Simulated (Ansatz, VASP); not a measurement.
## NiO: VASP beside Ansatz

```
Ni O
1.0
     0.00000    2.06217    2.06217
     2.06217    0.00000    2.06217
     2.06217    2.06217    0.00000
Ni O
1 1
Direct
  0.00000 0.00000 0.00000
  0.75000 0.75000 0.75000
```

The cell was built by a generator and needn't be a form met in nature.

Alike in both runs: task single point; functional PBE; k mesh 11 × 11 × 11; occupations fermi-dirac, width 0.05 eV; collinear spin, ferromagnetic start.

|  | VASP | Ansatz |
| --- | --- | --- |
| version | VASP 6.6.1 | Ansatz 0.2.0 |
| potentials or method | VASP PAW PBE potentials, release 64 (Ni, O) | Ansatz PAW |
| plane-wave cutoff (eV) | 520 | 420 |
| valence electrons in the cell | 16 | 24 |

|  | VASP | Ansatz | Ansatz less VASP |
| --- | --- | --- | --- |
| gap on the k mesh at the Fermi level (eV) | none | none | - |
| net moment per atom (μB) | 0.51 | 0.52 | +0.018 |
| size of the moment on the site where the two differ most (μB) | 0.80 | 0.78 | -0.018 |

Site moments also hang on the region over which each program counts them. A gap of «none» marks a metal or a gap that the smearing closes. The two sets of potentials don't hold the same shells in valence.

Caveats: a cell with one magnetic atom can't hold antiferromagnetic order, which such compounds often take; semilocal functionals often make such compounds metallic where correlation or magnetic order opens a gap, which also shifts bond lengths. With open d or f shells a metallic result of PBE can be an artefact of self-interaction; +U or a hybrid may open a gap.
